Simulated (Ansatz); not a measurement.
SiO2: relaxation of cell and atoms with PBEsol

The system is SiO2.

```
Si O
1.0
    -2.47729    2.47729    3.65567
     2.47729   -2.47729    3.65567
     2.47729    2.47729   -3.65567
Si O
2 4
Direct
  0.75000 0.25000 0.50000
  0.00000 0.00000 0.00000
  0.87500 0.02821 0.65321
  0.77821 0.12500 0.15321
  0.97179 0.62500 0.84679
  0.37500 0.22179 0.34679
```

The cell comes from a database or a generator and needn't be the stable form of this composition.

| Property | Result |
| --- | --- |
| Program | Ansatz 0.2.0 |
| Task | relaxation of cell and atoms |
| Functional | PBEsol |
| Potentials or basis | Ansatz PAW |
| Cutoff | 420 eV (not typed: the program's choice for these potentials) |
| k mesh | 8 × 8 × 8 |
| Occupations | fermi-dirac, width 0.05 eV |
| Spin | no spin polarisation |

```yaml
Relaxed_volume: 15.17 Å³/atom
Relaxed_cell: a = 5.086 Å, b = 5.086 Å, c = 5.086 Å, α = 121.37°, β = 121.37°, γ = 87.65°
Space_group_after_relaxing_to_0.05_Å: I-42d (No. 122)
Energy_gained_by_relaxing: 1.4 meV/atom
Ionic_steps: 6
Pressure_after_relaxing: 0.0 GPa
Band_gap_on_the_k_mesh: 5.82 eV, direct
```

Step by step:
| step | energy change (eV) | largest force (eV/Å) | volume (Å³) |
| --- | --- | --- | --- |
| 1 | 0.0000 | 0.1461 | 89.74 |
| 2 | -0.0038 | 0.0791 | 90.33 |
| 3 | -0.0038 | 0.0073 | 90.98 |
| 4 | -0.0084 | 0.0074 | 90.98 |
| 5 | -0.0082 | 0.0001 | 91.05 |
| 6 | -0.0084 | 0.0001 | 91.05 |

Final structure:
```
Si O
1.0
    -2.49045    2.49045    3.66981
     2.49045   -2.49045    3.66981
     2.49045    2.49045   -3.66981
Si O
2 4
Cartesian
  0.0000 2.4904 1.8349
  0.0000 0.0000 0.0000
  -0.4801 3.7357 0.9175
  -1.2452 2.0103 2.7524
  1.2452 2.9706 2.7524
  0.4801 1.2452 0.9175
```

Levels at points of the mesh, in eV from the valence-band top:
| k point | band 13 | band 14 | band 15 | band 16 | band 17 | band 18 | band 19 | band 20 |
| --- | --- | --- | --- | --- | --- | --- | --- | --- |
| (0.00, 0.00, 0.00) | -1.53 | -0.70 | 0.00 | 0.00 | 5.82 | 8.67 | 10.41 | 10.41 |
| (0.00, 0.00, -0.50) | -0.97 | -0.97 | -0.34 | -0.34 | 9.01 | 9.01 | 10.05 | 10.05 |
| (0.00, -0.50, 0.00) | -1.49 | -0.79 | -0.49 | -0.14 | 8.04 | 8.93 | 9.63 | 10.04 |
| (-0.50, -0.50, -0.50) | -1.47 | -1.47 | -0.32 | -0.32 | 8.81 | 8.81 | 10.12 | 10.12 |

Run time: 10 s on 2 threads of AMD EPYC 9R45 96-Core Processor (Zen 5), with other jobs on the host, peak memory 0.47 GiB.

Caveat: the plane-wave basis is chosen anew once the cell has moved, so the energies of steps on either side of that aren't comparable; the pressure holds a Pulay correction of +0.5 GPa for the finite cutoff; the PAW data sets come from PBE, with cores solved anew for the run's functional, which leaves a small shift of forces and pressure. A k mesh can miss the band edges.
